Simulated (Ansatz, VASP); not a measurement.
## MgS in VASP and in Ansatz

```xyz
4
Lattice="4.0346 0.0000 0.0000 -2.0173 3.4941 0.0000 0.0000 0.0000 6.4323" Properties=species:S:1:pos:R:3 pbc="T T T"
Mg    2.0173    1.1647    3.0388
Mg    0.0000    2.3294    6.2550
S     0.0000    2.3294    2.4394
S     2.0173    1.1647    5.6556
```

Change from the starting cell: all Mg atoms moved -0.150 Å, as atom 1 along Cartesian [0 0 1].

Alike in both runs: task single point; functional PBEsol; k mesh 6 × 6 × 4; occupations gaussian, width 0.05 eV; no spin polarisation.

```csv
,VASP,Ansatz
version,VASP 6.6.1,Ansatz 0.2.0
potentials or method,"VASP PAW PBE potentials, release 64 (Mg, S)","scalar-relativistic, plane waves, PAW"
plane-wave cutoff (eV),520,420
valence electrons in the cell,16,32
```

```tsv
	VASP	Ansatz	Ansatz less VASP
gap on the k mesh at the Fermi level (eV)	3.06	3.05	-0.003
least direct gap on the mesh (eV)	3.06	3.05	-0.003
pressure (GPa)	-0.1	0.0	+0.09
largest component of the traceless stress (GPa)	3.37	3.37	+0.002
rms of the force components (eV/Å)	0.312	0.311	-0.0007
```

Atom by atom the forces differ by 0.001 eV/Å (rms over components). The two sets of potentials don't hold the same shells in valence.

Caveats: the PAW data sets were made with another functional, which shifts forces and pressure a little (VASP).
